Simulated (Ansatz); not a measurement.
# Checking a converged run of Fe

System: Fe, an experimental structure (space group Fm-3m, primitive cell doubled); the cell holds 2 atoms. The computed pressure is over 10 GPa in size, so the cell is far from the computed equilibrium volume. Source: COD entry 9014285, which need not be the ambient phase.

These are results of DFT, r2SCAN, PAW, plane waves, scalar-relativistic in Ansatz development build ahead of 0.2.0, not measurements.

```yaml
crystal:
  lattice:
    - [0.0, 3.514, 3.514]
    - [1.757, 0.0, 1.757]
    - [1.757, 1.757, 0.0]
  atoms:
    - { symbol: Fe, position: [0.0, 0.0, 0.0], spin: 4.0 }
    - { symbol: Fe, position: [0.5, 0.0, 0.0], spin: -4.0 }
magnetization:
  spin_polarized: true
hamiltonian:
  xc: r2scan
  pseudopotentials: { kind: paw }
basis:
  ecutwfc: 500
kpoints:
  mp_grid: { grid: [7, 14, 14] }
scf:
  occupations: { method: gaussian, width: 0.1 }
  lower_state_search: "off"
output:
  forces: true
  stress: true
  write_density: true
  write_potential: true
  elf: true
  volumetric_format: npy
```

Command:
```sh
ansatz run input.yaml --threads 2 --pin off --max-ram 5120MiB --backend cpu --events-out ev --progress --plain --runs-dir out
```

It took 11 s on 2 threads of Arm Neoverse V1, with other jobs on the host, peak memory 0.47 GiB.

The end of the output:

```
SCF converged after 14 iterations
Magnetization: 0.0000 μB (16.0000 up, 16.0000 down)
Absolute magnetization: 4.8563 μB (∫|ρ↑−ρ↓|, with the PAW one-centre terms)
Spin contamination: 2.0866 ħ² per cell (⟨S²⟩ above its minimum at these occupations)
Per-site moments (μB) at R_I (Å): [(2.3617, 1.0249), (-2.3617, 1.0249)]
Free energy (F): -8970.901206 eV
Harris-Foulkes:  -8970.901206 eV  (|F-HF|=5.92e-9)
Internal energy: -8970.886589 eV  (E = F + TS)
E sigma→0 (E₀):  -8970.893897 eV
Entropy (-TS):   -0.014617 eV (-7.309 meV/atom)
Fermi energy:    19.878309 eV
--- Forces (eV/Å), atoms counted from 1 ---
  atom   1  Fe    -0.00000000     0.00000000     0.00000000
  atom   2  Fe     0.00000000    -0.00000000    -0.00000000
--- Stress (GPa, compression-positive) ---
       10.469077      -5.113987      -5.113987
       -5.113987      10.469077       5.113987
       -5.113987       5.113987      10.469077
  P = ⅓ Tr σ = 10.4691 GPa (104.691 kbar)
```

r2SCAN tends to overstate moments and magnetic energies in itinerant metals.

Site moments are taken inside atomic spheres and don't add up to the total.

Task: Would you trust this as the ground state? If a lower solution is known, describe it.

Result: No. A state 253 meV/atom (0.506 eV per cell) lower exists in this cell: ferromagnetic, site moments Fe1 2.80, Fe2 2.80 μB, total 5.41 μB per cell, no gap on the k-mesh. It was reached from: parallel moments, default search for lower states [Fe1 4.00, Fe2 4.00 μB]; the moments in brackets, symmetry off, plain SCF [Fe1 4.00, Fe2 4.00 μB]. The wrong state matters: the pressure is 25.2 GPa there against 10.5 GPa here. This multiple of the primitive cell fits some opposed orders; other multiples fit others. The order of the states may change once the cell relaxes. Orders that need a larger cell or non-collinear spins weren't tried.
